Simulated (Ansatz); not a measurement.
CsCl (CsCl type), relaxed with PBEsol (Ansatz, an electronic-structure program, plane waves, PAW): a = b = c = 4.0687 Å, α = β = γ = 90.00°.

* **gap (eV)**: 5.23
* **ΔH_f (eV/atom)**: -1.96
* **B₀ by P(V) fit (GPa)**: 18.5

Task: The same phase is relaxed and computed with r²SCAN in the same code. What are the cell and these values now?

Result: a = b = c = 4.1404 Å, α = β = γ = 90.00°.

- gap (eV): 5.91
- ΔH_f (eV/atom): -2.19
- B₀ by P(V) fit (GPa): 18.3

All cells were relaxed under the symmetry of their starts (and spin orders); stability against distortions was not tested throughout. Scalar-relativistic: spin–orbit coupling is off unless named, which matters more the heavier the elements.

Potentials: the later of the program's two PAW sets.

Ansatz is a plane-wave DFT program.

Formation energies count from the lowest solids of the elements computed at the same level, not from gases.
